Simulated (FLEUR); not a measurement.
# CdTe (F-43m) in FLEUR: single point with PBEsol

Aim: the single point of CdTe with PBEsol.

Program: FLEUR MaX-R8.1 (later development tree). These are calculated values, not measurements. Logs are shortened: lines on timing, memory, paths and dates and some standing lists are left out, and cuts for length are marked.

**Measured values to compare with.**

From a printed reference work, data compilation, for a bulk crystal of CdTe at 0 K: band gap 1.607 eV.

The runs below are set against these values where they give the same quantity.

### Step 1. The crystal as given

The structure is cubic, space group F-43m (No. 216). The conventional cell has a = 6.410 Å, b = 6.410 Å, c = 6.410 Å, α = 90.00°, β = 90.00°, γ = 90.00°. Around Te (site symmetry -43m) lie 4 Cd at 2.78 Å. Cd (site symmetry -43m) has 4 Te at 2.78 Å as nearest neighbours.

### Step 2. Single point, PBEsol

The input, inp.xml:

```xml
<?xml version="1.0" encoding="UTF-8" standalone="no"?>
<fleurInput fleurInputVersion="0.39">
   <comment>
      CdTe                                                                                                
   </comment>
   <calculationSetup>
      <cutoffs Kmax="4.39" Gmax="13.6" GmaxXC="13.6" numbands="0"/>
      <scfLoop itmax="60" minDistance="0.00001" maxIterBroyd="15" imix="Anderson" alpha="0.05" precondParam="0.0" spinf="2.0" sdNocoIR="T"/>
      <coreElectrons ctail="T" frcor="F" kcrel="0" coretail_lmax="0"/>
      <xcFunctional name="PBEs" relativisticCorrections="F"/>
      <magnetism jspins="1"/>
      <soc l_soc="F" theta="0.0" phi="0.0" spav="F"/>
      <expertModes spex="0" secvar="F"/>
      <geometryOptimization l_f="F" forcealpha="1.0" forcemix="BFGS" epsdisp="0.00001" epsforce="0.00001"/>
      <ldaU l_linMix="F" mixParam="0.05" spinf="1.0"/>
   </calculationSetup>
   <cell>
      <bzIntegration valenceElectrons="42.0" mode="hist" fermiSmearingEnergy="0.00183747">
         <kPointListSelection listName="default-1"/>
         <!-- k-points included here -->
         <xi:include xmlns:xi="http://www.w3.org/2001/XInclude" href="kpts.xml"> </xi:include>
      </bzIntegration>
      <!-- symmetry operations included here -->
      <xi:include xmlns:xi="http://www.w3.org/2001/XInclude" href="sym.xml"> </xi:include>
      <bulkLattice scale="1.0">
         <bravaisMatrix>
            <row-1>    0.0000000000000000     6.0565722293429998     6.0565722293429998</row-1>
            <row-2>    6.0565722293429998     0.0000000000000000     6.0565722293429998</row-2>
            <row-3>    6.0565722293429998     6.0565722293429998     0.0000000000000000</row-3>
         </bravaisMatrix>
      </bulkLattice>
   </cell>
   <atomSpecies>
      <species name="Tellurium (Te)" element="Te" atomicNumber="52">
         <mtSphere radius="2.23" gridPoints="761" logIncrement="0.017"/>
         <atomicCutoffs lmax="9" lnonsphr="9"/>
         <electronConfig flipSpins="F">
            <coreConfig>(1s1/2) (2s1/2) (2p1/2) (2p3/2) (3s1/2) (3p1/2) (3p3/2) (4s1/2) (3d3/2) (3d5/2)</coreConfig>
            <valenceConfig>(4p1/2) (4p3/2) (5s1/2) (4d3/2) (4d5/2) (5p1/2) (5p3/2)</valenceConfig>
            <stateOccupation state="(5p1/2)" spinUp="0.666667" spinDown="0.666667"/>
            <stateOccupation state="(5p3/2)" spinUp="1.333333" spinDown="1.333333"/>
         </electronConfig>
         <energyParameters s="5" p="5" d="5" f="4"/>
         <lo type="SCLO" l="1" n="4" eDeriv="0"/>
         <lo type="SCLO" l="1" n="4" eDeriv="1"/>
         <lo type="SCLO" l="2" n="4" eDeriv="0"/>
         <lo type="SCLO" l="2" n="4" eDeriv="1"/>
         <lo type="SCLO" l="0" n="5" eDeriv="2"/>
         <lo type="SCLO" l="3" n="4" eDeriv="2"/>
      </species>
      <species name="Cadmium (Cd)" element="Cd" atomicNumber="48">
         <mtSphere radius="2.48" gridPoints="847" logIncrement="0.015"/>
         <atomicCutoffs lmax="10" lnonsphr="10"/>
         <electronConfig flipSpins="F">
            <coreConfig>(1s1/2) (2s1/2) (2p1/2) (2p3/2) (3s1/2) (3p1/2) (3p3/2) (3d3/2) (3d5/2)</coreConfig>
            <valenceConfig>(4s1/2) (4p1/2) (4p3/2) (5s1/2) (4d3/2) (4d5/2)</valenceConfig>
         </electronConfig>
         <energyParameters s="5" p="5" d="4" f="4"/>
         <lo type="SCLO" l="0" n="4" eDeriv="0"/>
         <lo type="SCLO" l="1" n="4" eDeriv="0"/>
         <lo type="SCLO" l="1" n="4" eDeriv="1"/>
         <lo type="SCLO" l="2" n="4" eDeriv="2"/>
         <lo type="SCLO" l="3" n="4" eDeriv="2"/>
      </species>
   </atomSpecies>
   <atomGroups>
      <atomGroup species="Tellurium (Te)">
         <relPos label="                   1">-1.000/4.000 -1.000/4.000 -1.000/4.000</relPos>
         <force calculate="T" relaxXYZ="TTT"/>
      </atomGroup>
      <atomGroup species="Cadmium (Cd)">
         <relPos label="                   2">.0000000000 .0000000000 .0000000000</relPos>
         <force calculate="T" relaxXYZ="TTT"/>
      </atomGroup>
   </atomGroups>
   <output dos="F" band="F" slice="F">
      <checks vchk="F" cdinf="F"/>
      <bandDOS minEnergy="-.5*Htr" maxEnergy="0.5*Htr" sigma="0.015" storeEVData="T"/>
      <vacuumDOS vacdos="F" integ="F" star="F" nstars="0" locx1="0.0" locy1="0.0" locx2="0.0" locy2="0.0" nstm="0" tworkf="0.0"/>
      <unfoldingBand unfoldBand="F" supercellX="1" supercellY="1" supercellZ="1"/>
      <plotting iplot="0" polar="F">
         <plot TwoD="T" vec1="  1.0  0.0  0.0" vec2="  0.0  1.0  0.0" vec3="  0.0  0.0  1.0" zero="  0.0  0.0  0.0" file="plot"/>
      </plotting>
      <chargeDensitySlicing numkpt="0" minEigenval="0.0" maxEigenval="0.0" nnne="0" pallst="F"/>
      <specialOutput eonly="F"/>
      <moessbauerParams electricFieldGradient="T" isomerShift="T" coreHyperfine="T" valenceHyperfine="T"/>
      <magneticCircularDichroism mcd="F" energyLo="-10.0" energyUp="0.0"/>
   </output>
  <!-- We include the file relax.xml here to enable relaxations (see documentation) -->
  <xi:include xmlns:xi="http://www.w3.org/2001/XInclude" href="relax.xml"> <xi:fallback/> </xi:include>
</fleurInput>
```

The input, crystal.txt:

```
CdTe
&input cartesian=F /
0.0000000000  3.2050000000  3.2050000000
3.2050000000  0.0000000000  3.2050000000
3.2050000000  3.2050000000  0.0000000000
1.8897261246
1.0 1.0 1.0

2
52 0.7500000000  0.7500000000  0.7500000000
48 0.0000000000  0.0000000000  0.0000000000

&kpt div1=7 div2=7 div3=7 gamma=T /
```

Potentials or basis: all-electron, FLAPW.

On the command line:

```bash
$ inpgen -f crystal.txt -profile fastHighL
$ # inp.xml edited to the form shown
$ fleur_MPI
```

What it wrote:

```text
Welcome to FLEUR        (www.flapw.de)
      MaX-Release 8.1          (www.max-centre.eu)

 ========== k-point set info ==========
 Selected k-point list: default-1
 k-point list type: mesh
 7 x 7 x 7
 Number of k points: 20

 ------------Calculation Setup---------------------------
 Number of MPI-tasks      :            1
 Number of PE/node        :            1
 Number of OMP-threads    :            1
 Most efficient MPI parallelization for:
           1           2           4           5          10          20
 Additional eigenvalue parallelization possible
 Number of basis functions:          728
 Approximate size of matrices (H+S) per k-point:         0.016 GB
 --------------------------------------------------------
 Iteration:     1   Distance:       5.59876058 me/bohr^3
 Iteration:     2   Distance:       5.15260631 me/bohr^3
 Iteration:     3   Distance:       3.10890055 me/bohr^3
 Iteration:     4   Distance:       0.93574710 me/bohr^3
 Iteration:     5   Distance:       0.66525155 me/bohr^3
 Iteration:     6   Distance:       0.12396866 me/bohr^3
 Iteration:     7   Distance:       0.08757323 me/bohr^3
 Iteration:     8   Distance:       0.03567643 me/bohr^3
 Iteration:     9   Distance:       0.00549498 me/bohr^3
 Iteration:    10   Distance:       0.00381297 me/bohr^3
 Iteration:    11   Distance:       0.00034153 me/bohr^3
 Iteration:    12   Distance:       0.00024047 me/bohr^3
 Iteration:    13   Distance:       0.00003805 me/bohr^3
 Iteration:    14   Distance:       0.00000601 me/bohr^3

 ********************************************************************
 Run finished successfully
 Stop message:
   all done
 ********************************************************************
```

out.xml (last iteration):

```text
<iteration numberForCurrentRun="   14" overallNumber="   14">
         <energyParameters units="Htr">
            <atomicEP atomType="1" spin="1" branch="5s" branchLowest="-5.66" branchHighest="0.88" value="-0.3085580820"/>
            <atomicEP atomType="1" spin="1" branch="5p" branchLowest="-3.82" branchHighest="1.70" value="-0.0743069780"/>
            <atomicEP atomType="1" spin="1" branch="5d" branchLowest="-1.10" branchHighest="3.11" value="0.1260853618"/>
            <atomicEP atomType="1" spin="1" branch="4f" branchLowest="-9.99" branchHighest="1.73" value="0.2782410725"/>
            <loAtomicEP atomType="1" spin="1" branch="4p" branchLowest="-29.13" branchHighest="-3.82" value="-3.8346080613"/>
            <loAtomicEP atomType="1" spin="1" branch="4p" branchLowest="-29.13" branchHighest="-3.82" value="-3.8346080613"/>
            <loAtomicEP atomType="1" spin="1" branch="4d" branchLowest="-20.19" branchHighest="-1.10" value="-1.1549446326"/>
            <loAtomicEP atomType="1" spin="1" branch="4d" branchLowest="-20.19" branchHighest="-1.10" value="-1.1549446326"/>
            <loAtomicEP atomType="1" spin="1" branch="5s" branchLowest="-5.66" branchHighest="0.88" value="-0.3085580820"/>
            <loAtomicEP atomType="1" spin="1" branch="4f" branchLowest="-9.99" branchHighest="1.73" value="0.2782435460"/>
            <atomicEP atomType="2" spin="1" branch="5s" branchLowest="-3.58" branchHighest="1.25" value="0.0233482506"/>
            <atomicEP atomType="2" spin="1" branch="5p" branchLowest="-2.14" branchHighest="1.92" value="0.1831148310"/>
            <atomicEP atomType="2" spin="1" branch="4d" branchLowest="-14.15" branchHighest="-0.02" value="-0.1219675357"/>
            <atomicEP atomType="2" spin="1" branch="4f" branchLowest="-9.99" branchHighest="2.10" value="0.4984758961"/>
            <loAtomicEP atomType="2" spin="1" branch="4s" branchLowest="-26.63" branchHighest="-3.58" value="-3.5825556841"/>
            <loAtomicEP atomType="2" spin="1" branch="4p" branchLowest="-21.76" branchHighest="-2.14" value="-2.1586766804"/>
            <loAtomicEP atomType="2" spin="1" branch="4p" branchLowest="-21.76" branchHighest="-2.14" value="-2.1586766804"/>
            <loAtomicEP atomType="2" spin="1" branch="4d" branchLowest="-14.15" branchHighest="-0.02" value="-0.1303413944"/>
            <loAtomicEP atomType="2" spin="1" branch="4f" branchLowest="-9.99" branchHighest="2.10" value="0.4984783101"/>
         </energyParameters>
         <eigenvalues>
            <eigenvaluesAt spin="1" ikpt="1" k_x="0.00000000" k_y="0.00000000" k_z="0.00000000">
                      -3.8229470153       -3.8229470153       -3.8229470153       -3.5825506021       -2.1525189890
                      -2.1525189890       -2.1525189890       -1.1570528694       -1.1570528694       -1.1570528694
                      -1.1566928161       -1.1566928161       -0.2508599760       -0.1391387112       -0.1391387112
                      -0.1391387112       -0.1284620337       -0.1284620337        0.1685187185        0.1685187185
                       0.1685187185        0.1962746608        0.3353741111        0.3353741111        0.3353741111
                       0.4381227087        0.5184270860        0.5184270860        0.5343176741        0.5343176741
                       0.5343176741        0.6236401309        0.8654113400
            </eigenvaluesAt>
            <eigenvaluesAt spin="1" ikpt="2" k_x="0.00000000" k_y="0.00000000" k_z="0.14285714">
                      -3.8229473460       -3.8229473460       -3.8229473282       -3.5825505812       -2.1525197511
                      -2.1525191868       -2.1525191868       -1.1570560716       -1.1570532789       -1.1570532789
                      -1.1566987083       -1.1566987083       -0.2478324738       -0.1385576120       -0.1385576120
                      -0.1369008464       -0.1285128860       -0.1285128860        0.1131186624        0.1615677112
                       0.1615677112        0.2329574753        0.3362318019        0.3456489430        0.3456489430
                       0.4710907386        0.4837776450        0.4837776450        0.5197331912        0.5933874155
                       0.5933874155        0.6737386207        0.8158412429
[... 4 lines left out ...]
                      -1.1566877895       -1.1566877895       -0.2409725639       -0.1373868623       -0.1373868623
                      -0.1290442492       -0.1284479661       -0.1284479661        0.0488050592        0.1482896388
                       0.1482896388        0.2397117575        0.3581992441        0.3581992441        0.3785184444
[... 42 lines left out ...]
            <state n="3" l="1" j="0.5" energy="-22.6353190646" weight="1.0000000000"/>
            <state n="3" l="1" j="1.5" energy="-21.3731417627" weight="2.0000000000"/>
            <state n="3" l="2" j="1.5" energy="-14.3037628508" weight="2.0000000000"/>
            <state n="3" l="2" j="2.5" energy="-14.0471640294" weight="3.0000000000"/>
         </coreStates>
         <allElectronCharges>
            <spinDependentCharge spin="1" total="100.0000000" interstitial="4.7485820" mtSpheres="95.2514180"/>
            <totalCharge value="99.9999999954"/>
         </allElectronCharges>
         <moessbauerParams unitsHFF="kG" unitsIS="e/bohr^3" unitsEFG="Htr/bohr^2">
            <coreIsomerShift atomType="1" isTotal="231852.46258">
               <shell n="1" l="0" isomerShift="201377.38801"/>
               <shell n="2" l="0" isomerShift="23972.99408"/>
               <shell n="2" l="1" isomerShift="631.57338"/>
               <shell n="3" l="0" isomerShift="4736.42693"/>
               <shell n="3" l="1" isomerShift="135.36164"/>
               <shell n="4" l="0" isomerShift="998.71852"/>
               <shell n="3" l="2" isomerShift="0.00003"/>
            </coreIsomerShift>
            <coreIsomerShift atomType="2" isTotal="161294.61049">
               <shell n="1" l="0" isomerShift="141438.33168"/>
               <shell n="2" l="0" isomerShift="16315.06897"/>
               <shell n="2" l="1" isomerShift="357.92570"/>
               <shell n="3" l="0" isomerShift="3109.94172"/>
               <shell n="3" l="1" isomerShift="73.34241"/>
               <shell n="3" l="2" isomerShift="0.00001"/>
            </coreIsomerShift>
            <isomerShift atomType="1" nucleusRadius="0.0001189" averageDensity="231967.44410"/>
            <isomerShift atomType="2" nucleusRadius="0.0001140" averageDensity="161924.30302"/>
            <electricFieldGradient atomType="1" VXX="0.00000" VYY="0.00000" VZZ="0.00000" asymParam="0.00000">
            </electricFieldGradient>
            <electricFieldGradient atomType="2" VXX="0.00000" VYY="0.00000" VZZ="0.00000" asymParam="0.00000">
            </electricFieldGradient>
         </moessbauerParams>
         <totalEnergy                                    value="   -12387.4191628010" units="Htr">
            <sumOfEigenvalues                            value="    -7487.0120298838">
               <coreElectrons value="-7431.1627100512"/>
               <valenceElectrons value="-55.8493198325"/>
            </sumOfEigenvalues>
            <densityCoulombPotentialIntegral value="-20106.4539295080"/>
            <densityEffectivePotentialIntegral value="-20534.2689916886"/>
            <chargeDenXCDenIntegral value="-325.3931166789"/>
            <FockExchangeEnergyValence value="0.0000000000"/>
            <FockExchangeEnergyCore value="0.0000000000"/>
            <atomTypeDependentContributions atomType="1">
               <electronNucleiInteractionDifferentMTs value="8225.5287464586"/>
               <MadelungTerm value="-36.8103354443"/>
            </atomTypeDependentContributions>
            <atomTypeDependentContributions atomType="2">
               <electronNucleiInteractionDifferentMTs value="6774.8071233407"/>
               <MadelungTerm value="-18.9098379294"/>
            </atomTypeDependentContributions>
            <tkbTimesEntropy value="0.0000001664"/>
            <freeEnergy value="-12387.4191629675"/>
            <extrapolationTo0K value="-12387.4191628843"/>
         </totalEnergy>
         <densityConvergence units="me/bohr^3">
            <chargeDensity spin="1" distance="0.0000060148"/>
         </densityConvergence>
      </iteration>
```

Wall time 2.2 min (1 thread of Arm Neoverse V2, shared host); peak memory 0.08 GiB.

What came out:

- Free energy: -337078.8474 eV
- Band gap on the k mesh: 0.76 eV, direct
- Valence electrons inside the program's atomic spheres: Te 18.82; Cd 18.43 (radii Te 2.23, Cd 2.48 bohr)

Core levels (eV from the Fermi level):
```csv
atom,levels
1 Te,"1s1/2 -31586.6, 2s1/2 -4838.4, 2p1/2 -4533.5, 2p3/2 -4259.2, 3s1/2 -958.7, 3p1/2 -833.3, 3p3/2 -782.2, 4s1/2 -158.9, 3d3/2 -560.8, 3d5/2 -550.1"
2 Cd,"1s1/2 -26492.2, 2s1/2 -3929.6, 2p1/2 -3658.5, 2p3/2 -3466.2, 3s1/2 -729.5, 3p1/2 -620.9, 3p3/2 -586.6, 3d3/2 -394.2, 3d5/2 -387.2"
```

Caveat: spin-orbit coupling is left out, which moves the levels of the heavy elements.

### Step 3. Comparison with measurements

Step 2. A measured gap of CdTe is 1.607 eV (0 K; a printed reference work, data compilation); the calculated 0.76 eV misses it by -0.85 eV. Spin-orbit coupling on Cd, Te is left out. The value is that of PBEsol, without temperature or zero-point motion. Semilocal functionals fall short of measured gaps as a rule.
